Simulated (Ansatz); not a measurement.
A crystal relaxed with r2SCAN in Ansatz 0.2.0 has space group Fm-3m (No. 225) and a = 6.611 Å.

```
atom  site       x       y       z
  Xx    4a  0.0000  0.0000  0.0000
  Cl    4b  0.5000  0.0000  0.0000
```

r2SCAN gives a direct gap of 5.56 eV at Γ. The HSE06 gap is direct at Γ: 6.25 eV. PBE gives a direct gap of 4.96 eV at Γ. Meshes: r2SCAN 6×6×6, HSE06 4×4×4, PBE 6×6×6. r2SCAN's ε∞ is 2.2 in all directions.

**Question.** Which element is Xx?
A. Rb
B. Na
C. K
D. H

**Answer.** A. Xx is Rb: a 2-atom cell of RbCl started from a crystallographic database. Rb has 6 Cl at 3.31 Å; Cl has 6 Rb at 3.31 Å.

Calculated for a static, non-magnetic cell.

The meshes of the hybrids are coarse, so their gaps aren't converged to the digits shown.
